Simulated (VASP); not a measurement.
# Na (P6/mmm) in VASP: notebook

The runs below take Na through single point, with PBE.

Program: VASP 6.6.1. These are calculated values, not measurements. Logs are shortened: lines on timing, memory, paths and dates and some standing lists are left out, and cuts for length are marked.

## 1. The crystal as given

It takes space group P6/mmm (No. 191, hexagonal). Conventional cell: a = 6.016 Å, b = 6.016 Å, c = 3.570 Å, α = 90.00°, β = 90.00°, γ = 120.00°. Na (site symmetry 6/mmm) has 14 Na at 3.57 to 3.91 Å as nearest neighbours. Around Na (site symmetry -6m2) lie 11 Na at 3.47 to 3.91 Å.

This isn't the form of Na at room conditions, which is bcc.

## 2. Single point, PBE

The input, INCAR:

```
SYSTEM = Na
PREC = Accurate
ENCUT = 520
EDIFF = 1E-7
ISMEAR = -1
SIGMA = 0.08
LREAL = .FALSE.
LASPH = .TRUE.
NELM = 100
ALGO = Normal
ISIF = 2
LWAVE = .FALSE.
LCHARG = .TRUE.
GGA = PE
LELF = .TRUE.
LVHAR = .TRUE.
NBANDS = 18
```

The input, KPOINTS:

```
Automatic mesh
0
G
  6 6 8
  0 0 0
```

The input, POSCAR:

```
Na
1.0
    6.0160436009      0.0000000000      0.0000000000
   -3.0080218004      5.2100465886      0.0000000000
    0.0000000000      0.0000000000      3.5704854790
Na
3
Direct
    0.0000000000      0.0000000000      0.0000000000
    0.3333333333      0.6666666667      0.5000000000
    0.6666666667      0.3333333333      0.5000000000
```

Potentials or basis: VASP PAW PBE potentials, release 64 (Na_pv).

Started as:

```
$ cat potpaw_PBE.64/Na_pv/POTCAR > POTCAR
$ mpirun -np 1 vasp_std > vasp.out
```

OUTCAR:

```text
SYSTEM = Na
   PREC = Accurate
   ENCUT = 520
   EDIFF = 1E-7
   ISMEAR = -1
   LREAL = .FALSE.
   LASPH = .TRUE.
   NELM = 100
   ISIF = 2
   GGA = PE

 ion  position               nearest neighbor table
   1  0.000  0.000  0.000-
   2  0.333  0.667  0.500-
   3  0.667  0.333  0.500-

  LATTYP: Found a hexagonal cell.
 ALAT       =     6.0160436009
 C/A-ratio  =     0.5934939498

  Lattice vectors:

 A1 = (   6.0160436009,   0.0000000000,   0.0000000000)
 A2 = (  -3.0080218004,   5.2100465886,   0.0000000000)
 A3 = (   0.0000000000,   0.0000000000,   3.5704854790)

Analysis of symmetry for initial positions (statically):
=====================================================================
 Subroutine PRICEL returns:
 Original cell was already a primitive cell.

 Routine SETGRP: Setting up the symmetry group for a
 hexagonal supercell.

 Subroutine GETGRP returns: Found 24 space group operations
 (whereof 24 operations were pure point group operations)
 out of a pool of 24 trial point group operations.

The static configuration has the point symmetry D_6h.

Analysis of symmetry for dynamics (positions and initial velocities):
=====================================================================
 Subroutine PRICEL returns:
 Original cell was already a primitive cell.

 Routine SETGRP: Setting up the symmetry group for a
 hexagonal supercell.

 Subroutine GETGRP returns: Found 24 space group operations
 (whereof 24 operations were pure point group operations)
 out of a pool of 24 trial point group operations.

The dynamic configuration has the point symmetry D_6h.

 Subroutine INISYM returns: Found 24 space group operations
 (whereof 24 operations are pure point group operations),
 and found     1 'primitive' translations

----------------------------------------------------------------------------------------

                                     Primitive cell

  volume of cell :     111.9128

  direct lattice vectors                    reciprocal lattice vectors
     6.016043601  0.000000000  0.000000000     0.166222200  0.095968432  0.000000000
    -3.008021800  5.210046589  0.000000000     0.000000000  0.191936863  0.000000000
     0.000000000  0.000000000  3.570485479     0.000000000  0.000000000  0.280073958

  length of vectors
     6.016043601  6.016043601  3.570485479     0.191936863  0.191936863  0.280073958

[... 69 lines left out ...]
   ions per type =               3
   NGX,Y,Z   is equivalent  to a cutoff of  13.26, 13.26, 13.04 a.u.
   NGXF,Y,Z  is equivalent  to a cutoff of  26.53, 26.53, 26.07 a.u.
 SYSTEM =  Na
   PREC   = accura    normal or accurate (medium, high low for compatibility)
   ISTART =      0    job   : 0-new  1-cont  2-samecut
   ICHARG =      2    charge: 1-file 2-atom 10-const
   ISPIN  =      1    spin polarized calculation?
   LNONCOLLINEAR =      F non collinear calculations
   LSORBIT =      F    spin-orbit coupling
   LASPH  =      T    aspherical Exc in radial PAW
   ENCUT  =  520.0 eV  38.22 Ry    6.18 a.u.  11.19 11.19  6.64*2*pi/ulx,y,z
   NELM   =    100;   NELMIN=  2; NELMDL= -5     # of ELM steps
   EDIFF  = 0.1E-06   stopping-criterion for ELM
   LREAL  =      F    real-space projection
   EDIFFG = 0.1E-05   stopping-criterion for IOM
   NSW    =      0    number of steps for IOM
   IBRION =     -1    ionic relax: 0-MD 1-quasi-New 2-CG
   NFREE  =      0    steps in history (QN), initial steepest desc. (CG)
   ISIF   =      2    stress and relaxation
   ISYM   =      2    0-nonsym 1-usesym 2-fastsym
   POTIM  = 0.5000    time-step for ionic-motion
   TEBEG  =    0.0;   TEEND  =   0.0 temperature during run
   PSTRESS=    0.0 pullay stress
   NELECT =      21.0000    total number of electrons
   NUPDOWN=      -1.0000    fix difference up-down
   EMIN   =  10.00;   EMAX   =-10.00  energy-range for DOS
   EFERMI =   0.00;   METHOD = LEGACY
   ISMEAR =    -1;   SIGMA  =   0.08  broadening in eV -4-tet -1-fermi 0-gaus
   EFERMI_NEDOS =   21; number of points for ismear=-14 and -15
   IALGO  =     38    algorithm
   IMIX   =      4    mixing-type and parameters
     AMIX     =   0.40;   BMIX     =  1.00
     AMIX_MAG =   1.60;   BMIX_MAG =  1.00
  volume/ion in A,a.u.               =      37.30       251.74
  Fermi-wavevector in a.u.,A,eV,Ry     =   0.937248  1.771142 11.951824  0.878434
  Thomas-Fermi vector in A             =   2.064340
   LORBIT       =      0    0 simple, 1 ext, 2 COOP (PROOUT), +10 PAW based schemes
   GGA     = PE    functional components
[... 5 lines left out ...]
 non-spin polarized calculation
  energy-cutoff  :      520.00
  volume of cell :      111.91
 maximum number of plane-waves:      3061
 NGX is ok and might be reduce to    48

 number of electron      21.0000012 magnetization

 Free energy of the ion-electron system (eV)
  ---------------------------------------------------
  ext. energy  EPLUGINS =         0.00000000
  ---------------------------------------------------
  free energy    TOTEN  =        -3.91157698 eV

  energy without entropy =       -3.88088318  energy(sigma->0) =       -3.89623008

 E-fermi :   0.3130     XC(G=0):  -6.4848

 val. band max:        0.2880902551   @ k =   0.1667   0.1667   0.0000
 cond. band min:       0.4520379382   @ k =   0.1667   0.1667   0.5000
 fundamental gap:      0.1639476831
 Fermi energy:         0.3130494090

 k-point     1 :       0.0000    0.0000    0.0000
  band No.  band energies     occupation
      1     -24.6670      2.00000
      2     -24.6670      2.00000
      3     -24.6418      2.00000
      4     -24.6418      2.00000
      5     -24.6394      2.00000
      6     -24.6342      2.00000
[... 481 lines left out ...]
      5     -24.6433      2.00000
      6     -24.6372      2.00000
[... 10 lines left out ...]
     17       5.9441      0.00000
     18       6.1055      0.00000

 [... further k-points ...]
[... 5 lines left out ...]
  --------------------------------------------------------------------------------------
  -------------------------------------------------------------------------------------
  Total       -0.0023194     -0.0023194     -0.0058951     -0.0000000     -0.0000000     -0.0000000
  in kB       -0.0332058     -0.0332058     -0.0843956     -0.0000000     -0.0000000     -0.0000000
  external PRESSURE =      -0.0502691 kB  Pullay stress =       0.0000000 kB

 VOLUME and BASIS-vectors are now :
 -----------------------------------------------------------------------------
  energy-cutoff  :      520.00
  volume of cell :      111.91
      direct lattice vectors                 reciprocal lattice vectors
     6.016043601  0.000000000  0.000000000     0.166222200  0.095968432  0.000000000
    -3.008021800  5.210046589  0.000000000     0.000000000  0.191936863  0.000000000
     0.000000000  0.000000000  3.570485479     0.000000000  0.000000000  0.280073958

 POSITION                                       TOTAL-FORCE (eV/Angst)
 -----------------------------------------------------------------------------------
      0.00000      0.00000      0.00000        -0.000000      0.000000      0.000000
     -0.00000      3.47336      1.78524         0.000000     -0.000000      0.000000
      3.00802      1.73668      1.78524        -0.000000      0.000000      0.000000
 -----------------------------------------------------------------------------------
    total drift:                               -0.000000      0.000000     -0.000000

  FREE ENERGIE OF THE ION-ELECTRON SYSTEM (eV)
  ---------------------------------------------------
  free  energy   TOTEN  =        -3.9115769780 eV

  energy  without entropy=       -3.8808831773  energy(sigma->0) =       -3.89623008
```

Run time: 39 s. Hardware: 1 thread of Intel Xeon Platinum 8488C (Sapphire Rapids), shared host; peak memory 0.24 GiB.

What came out:

```
Free energy            : -3.9116 eV
Pressure               : 0.0 GPa
Band gap on the k mesh : none (metal or under the smearing width)
```

## 3. Single point, PBE (volume scaled by 0.45, level accurate)

The input, INCAR:

```
SYSTEM = Na
PREC = Accurate ; ENCUT = 520
EDIFF = 1E-6 ; ISMEAR = -1
SIGMA = 0.08 ; LREAL = .False.
LASPH = .True. ; NELM = 100
ALGO = Fast ; ISIF = 2
LWAVE = .False. ; LCHARG = .False.
GGA = PE ; NBANDS = 18
```

The input, KPOINTS:

```
regular mesh
0
Gamma
  6 6 8
  0 0 0
```

The input, POSCAR:

```
Na
1.0
    4.6101509570      0.0000000000      0.0000000000
   -2.3050754785      3.9925078441      0.0000000000
    0.0000000000      0.0000000000      2.7360967008
Na
3
Direct
    0.0000000000      0.0000000000      0.0000000000
    0.3333333333      0.6666666667      0.5000000000
    0.6666666667      0.3333333333      0.5000000000
```

Potentials or basis: VASP PAW PBE potentials, release 64 (Na_pv).

Started as:

```
$ cat potpaw_PBE.64/Na_pv/POTCAR > POTCAR
$ mpirun -np 1 vasp_std > vasp.out
```

OUTCAR:

```text
SYSTEM = Na
   PREC = Accurate
   ENCUT = 520
   EDIFF = 1E-6
   ISMEAR = -1
   LREAL = .False.
   LASPH = .True.
   NELM = 100
   ISIF = 2
   GGA = PE

 ion  position               nearest neighbor table
   1  0.000  0.000  0.000-
   2  0.333  0.667  0.500-   3 2.66   3 2.66   3 2.66
   3  0.667  0.333  0.500-   2 2.66   2 2.66   2 2.66

  LATTYP: Found a hexagonal cell.
 ALAT       =     4.6101509570
 C/A-ratio  =     0.5934939498

  Lattice vectors:

 A1 = (   4.6101509570,   0.0000000000,   0.0000000000)
 A2 = (  -2.3050754785,   3.9925078441,   0.0000000000)
 A3 = (   0.0000000000,   0.0000000000,   2.7360967008)

Analysis of symmetry for initial positions (statically):
=====================================================================
 Subroutine PRICEL returns:
 Original cell was already a primitive cell.

 Routine SETGRP: Setting up the symmetry group for a
 hexagonal supercell.

 Subroutine GETGRP returns: Found 24 space group operations
 (whereof 24 operations were pure point group operations)
 out of a pool of 24 trial point group operations.

The static configuration has the point symmetry D_6h.

Analysis of symmetry for dynamics (positions and initial velocities):
=====================================================================
 Subroutine PRICEL returns:
 Original cell was already a primitive cell.

 Routine SETGRP: Setting up the symmetry group for a
 hexagonal supercell.

 Subroutine GETGRP returns: Found 24 space group operations
 (whereof 24 operations were pure point group operations)
 out of a pool of 24 trial point group operations.

The dynamic configuration has the point symmetry D_6h.

 Subroutine INISYM returns: Found 24 space group operations
 (whereof 24 operations are pure point group operations),
 and found     1 'primitive' translations

----------------------------------------------------------------------------------------

                                     Primitive cell

  volume of cell :      50.3608

  direct lattice vectors                    reciprocal lattice vectors
     4.610150957  0.000000000  0.000000000     0.216912637  0.125234569  0.000000000
    -2.305075479  3.992507844  0.000000000     0.000000000  0.250469138  0.000000000
     0.000000000  0.000000000  2.736096701     0.000000000  0.000000000  0.365484158

  length of vectors
     4.610150957  4.610150957  2.736096701     0.250469138  0.250469138  0.365484158

  position of ions in fractional coordinates (direct lattice)
     0.000000000  0.000000000  0.000000000
     0.333333333  0.666666667  0.500000000
     0.666666667  0.333333333  0.500000000

  ion indices of the primitive-cell ions
   primitive index   ion index
                 1           1
                 2           2
                 3           3

----------------------------------------------------------------------------------------

 KPOINTS: regular mesh

Automatic generation of k-mesh.
 Grid dimensions read from file:
 generate k-points for:    6    6    8

 Generating k-lattice:

  Cartesian coordinates                     Fractional coordinates (reciprocal lattice)
     0.036152106  0.020872428  0.000000000     0.166666667  0.000000000  0.000000000
     0.000000000  0.041744856  0.000000000     0.000000000  0.166666667  0.000000000
     0.000000000  0.000000000  0.045685520     0.000000000  0.000000000  0.125000000

  Length of vectors
     0.041744856  0.041744856  0.045685520

  Shift w.r.t. Gamma in fractional coordinates (k-lattice)
     0.000000000  0.000000000  0.000000000

 Subroutine IBZKPT returns following result:
 ===========================================

 Found     35 irreducible k-points:

 Following reciprocal coordinates:
            Coordinates               Weight
  0.000000  0.000000  0.000000      1.000000
  0.166667 -0.000000  0.000000      6.000000
  0.333333  0.000000  0.000000      6.000000
  0.500000 -0.000000  0.000000      3.000000
  0.166667  0.166667  0.000000      6.000000
  0.333333  0.166667  0.000000     12.000000
[... 16 lines left out ...]
  0.166667 -0.000000  0.375000     12.000000
  0.333333  0.000000  0.375000     12.000000
 [... further k-points ...]
   k-points           NKPTS =     35   k-points in BZ     NKDIM =     35   number of bands    NBANDS=     18
   number of dos      NEDOS =    301   number of ions     NIONS =      3
   total plane-waves  NPLWV =  25920
   dimension x,y,z NGX =    36 NGY =   36 NGZ =   20
   dimension x,y,z NGXF=    72 NGYF=   72 NGZF=   40
   ions per type =               3
   NGX,Y,Z   is equivalent  to a cutoff of  12.98, 12.98, 12.15 a.u.
   NGXF,Y,Z  is equivalent  to a cutoff of  25.96, 25.96, 24.30 a.u.
 SYSTEM =  Na
   PREC   = accura    normal or accurate (medium, high low for compatibility)
   ISTART =      0    job   : 0-new  1-cont  2-samecut
   ICHARG =      2    charge: 1-file 2-atom 10-const
   ISPIN  =      1    spin polarized calculation?
   LNONCOLLINEAR =      F non collinear calculations
   LSORBIT =      F    spin-orbit coupling
   LASPH  =      T    aspherical Exc in radial PAW
   ENCUT  =  520.0 eV  38.22 Ry    6.18 a.u.   8.57  8.57  5.09*2*pi/ulx,y,z
   NELM   =    100;   NELMIN=  2; NELMDL= -5     # of ELM steps
   EDIFF  = 0.1E-05   stopping-criterion for ELM
   LREAL  =      F    real-space projection
[... 7 lines left out ...]
   TEBEG  =    0.0;   TEEND  =   0.0 temperature during run
   PSTRESS=    0.0 pullay stress
   NELECT =      21.0000    total number of electrons
   NUPDOWN=      -1.0000    fix difference up-down
   EMIN   =  10.00;   EMAX   =-10.00  energy-range for DOS
   EFERMI =   0.00;   METHOD = LEGACY
   ISMEAR =    -1;   SIGMA  =   0.08  broadening in eV -4-tet -1-fermi 0-gaus
   EFERMI_NEDOS =   21; number of points for ismear=-14 and -15
   IALGO  =     68    algorithm
   IMIX   =      4    mixing-type and parameters
     AMIX     =   0.40;   BMIX     =  1.00
     AMIX_MAG =   1.60;   BMIX_MAG =  1.00
  volume/ion in A,a.u.               =      16.79       113.28
  Fermi-wavevector in a.u.,A,eV,Ry     =   1.223068  2.311263 20.352879  1.495894
  Thomas-Fermi vector in A             =   2.358192
   LORBIT       =      0    0 simple, 1 ext, 2 COOP (PROOUT), +10 PAW based schemes
   GGA     = PE    functional components
   LHFCALC =     F    Hartree Fock is set to
   AEXX    =    0.0000 exact exchange contribution
   IVDW    =     0    specifies the selected vdW correction
   LEPSILON=     F    determine dielectric tensor
   LRPA    =     F    only Hartree local field effects (RPA)
 non-spin polarized calculation
 RMM-DIIS sequential band-by-band and
  energy-cutoff  :      520.00
  volume of cell :       50.36
 maximum number of plane-waves:      1384
 NGX is ok and might be reduce to    36

 number of electron      20.9999971 magnetization

 Free energy of the ion-electron system (eV)
  ---------------------------------------------------
  ext. energy  EPLUGINS =         0.00000000
  ---------------------------------------------------
  free energy    TOTEN  =        -1.19774572 eV

  energy without entropy =       -1.17713455  energy(sigma->0) =       -1.18744014

 E-fermi :   4.0434     XC(G=0):  -9.0196

 val. band max:        4.0270871876   @ k =   0.1667   0.1667   0.0000
 cond. band min:       4.0618357714   @ k =   0.1667   0.1667   0.5000
 fundamental gap:      0.0347485838
 Fermi energy:         4.0434353944

 k-point     1 :       0.0000    0.0000    0.0000
  band No.  band energies     occupation
      1     -21.4032      2.00000
      2     -21.4032      2.00000
      3     -21.2103      2.00000
      4     -21.2103      2.00000
      5     -21.0946      2.00000
      6     -21.0261      2.00000
[... 10 lines left out ...]
     17      18.1668      0.00000
     18      18.2872      0.00000

 k-point     2 :       0.1667   -0.0000    0.0000
  band No.  band energies     occupation
      1     -21.4275      2.00000
      2     -21.4064      2.00000
      3     -21.1816      2.00000
      4     -21.1804      2.00000
      5     -21.0893      2.00000
      6     -21.0296      2.00000
[... 10 lines left out ...]
     17      18.3076      0.00000
     18      18.3197      0.00000
[... 442 lines left out ...]
 k-point    24 :       0.3333    0.0000    0.3750
  band No.  band energies     occupation
      1     -21.3890      2.00000
      2     -21.3837      2.00000
      3     -21.3533      2.00000
      4     -21.3090      2.00000
      5     -21.2058      2.00000
      6     -21.1023      2.00000
[... 10 lines left out ...]
     17      13.0691      0.00000
     18      13.6030      0.00000

 [... further k-points ...]
[... 5 lines left out ...]
  --------------------------------------------------------------------------------------
  -------------------------------------------------------------------------------------
  Total        8.5859494      8.5859494      8.2926714      0.0000000     -0.0000000      0.0000000
  in kB      273.1533568    273.1533568    263.8230106      0.0000000     -0.0000000      0.0000000
  external PRESSURE =     270.0432414 kB  Pullay stress =       0.0000000 kB

 VOLUME and BASIS-vectors are now :
 -----------------------------------------------------------------------------
  energy-cutoff  :      520.00
  volume of cell :       50.36
      direct lattice vectors                 reciprocal lattice vectors
     4.610150957  0.000000000  0.000000000     0.216912637  0.125234569  0.000000000
    -2.305075479  3.992507844  0.000000000     0.000000000  0.250469138  0.000000000
     0.000000000  0.000000000  2.736096701     0.000000000  0.000000000  0.365484158

 POSITION                                       TOTAL-FORCE (eV/Angst)
 -----------------------------------------------------------------------------------
      0.00000      0.00000      0.00000        -0.000000      0.000000     -0.000000
     -0.00000      2.66167      1.36805         0.000000      0.000000      0.000000
      2.30508      1.33084      1.36805        -0.000000      0.000000     -0.000000
 -----------------------------------------------------------------------------------
    total drift:                                0.000000      0.000000     -0.000000

  FREE ENERGIE OF THE ION-ELECTRON SYSTEM (eV)
  ---------------------------------------------------
  free  energy   TOTEN  =        -1.1977457173 eV

  energy  without entropy=       -1.1771345529  energy(sigma->0) =       -1.18744014
```

stdout:

```text
POSCAR found type information on POSCAR Na
 POSCAR found :  1 types and       3 ions
 scaLAPACK will be used
 LDA part: xc-table for (Slater+PW92), standard interpolation
 POSCAR, INCAR and KPOINTS ok, starting setup
 FFT: planning ... GRIDC
 FFT: planning ... GRID_SOFT
 FFT: planning ... GRID
 WAVECAR not read
 entering main loop
WARNING in EDDRMM: call to ZHEGV failed, returncode =   8  4     18
```

Wall time 15 s (1 thread of Intel Xeon Platinum 8488C (Sapphire Rapids), shared host); peak memory 0.16 GiB.

What came out:

```yaml
Free_energy: -1.1977 eV
Pressure: 27.0 GPa
Band_gap_on_the_k_mesh: none (metal or under the smearing width)
```

Caveat: so large a pressure means that the cell lies far from this level's equilibrium, or that cutoff or potentials fall short.
